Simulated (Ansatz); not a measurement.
Te:

```
Te
1.0
     4.45400    0.00000    0.00000
    -2.22700    3.85728    0.00000
     0.00000    0.00000    5.92400
Te
3
Direct
  0.73100 0.73100 0.00000
  0.00000 0.26900 0.66667
  0.26900 0.00000 0.33333
```

Base run:

```yaml
Program: Ansatz 0.2.0
Functional: HSE06 form with a typed share of exact exchange
Potentials_or_basis: Ansatz PAW
Cutoff: "420 eV (not typed: the program's choice for these potentials)"
k_mesh: 4 × 4 × 3
Occupations: fermi-dirac, width 0.05 eV
Spin: no spin polarisation
```

Its results: band gap on the k mesh 0.80 eV, indirect (least direct gap 1.01 eV); pressure 1.6 GPa; largest force 0.137 eV/Å.

Q: The run is repeated on the same cell with these changes: share of exact exchange from 0 to 0.5. What comes out?

A: Band gap on the k mesh 1.86 eV, indirect (least direct gap 2.09 eV); pressure -1.7 GPa; largest force 0.743 eV/Å.

Caveats: odd divisions of the mesh miss points on the zone boundary, where band edges often lie, so the gap on the mesh can be too wide; spin-orbit coupling is left out, which moves the levels of the heavy elements; the PAW data sets were made with another functional, which shifts forces and pressure a little (some runs); the PAW data sets come from PBE, with cores solved anew for the run's functional, which leaves a small shift of forces and pressure (some runs); the thresholds are loose for stress (some runs).

A k mesh can miss the band edges.
